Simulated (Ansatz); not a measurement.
A run of Ansatz 0.2.0 is set up as follows.

The input input:

```
crystal:
  lattice:
    - [3.113, 0.0, 0.0]
    - [-1.5565, 2.695937082, 0.0]
    - [0.0, 0.0, 4.981]
  atoms:
    - { symbol: Al, position: [0.6666666667, 0.3333333333, 0.5] }
    - { symbol: Al, position: [0.3333333333, 0.6666666667, 0.0] }
    - { symbol: "N", position: [0.6666666667, 0.3333333333, 0.88] }
    - { symbol: "N", position: [0.3333333333, 0.6666666667, 0.38] }
hamiltonian:
  xc: { exchange: pbe, correlation: pbe, exx: { coeff: 0.2, omega: 0.2 } }
  pseudopotentials: { kind: paw }
kpoints:
  mp_grid: { grid: [5, 5, 3] }
scf:
  occupations: { method: fermi_dirac, width: 0.05 }
output:
  forces: true
  stress: true
  eigenvalues: true
  write_density: true
  write_potential: true
  elf: true
  volumetric_format: npy
```

(1) Estimate the pressure.

(2) Predict the largest force.

(3) Predict the band gap on the k mesh.

## Answers

(1) -0.6 GPa.

(2) 0.133 eV/Å.

(3) 5.32 eV, direct.

Caveat: the k mesh is coarse (spacing up to 0.47 Å⁻¹), so the values aren't converged, least of all with exact exchange; odd divisions of the mesh miss points on the zone boundary, where band edges often lie, so the gap on the mesh can be too wide; the pressure holds a Pulay correction of +0.4 GPa for the finite cutoff; the PAW data sets come from PBE, with cores solved anew for the run's functional, which leaves a small shift of forces and pressure; the thresholds are loose for stress.
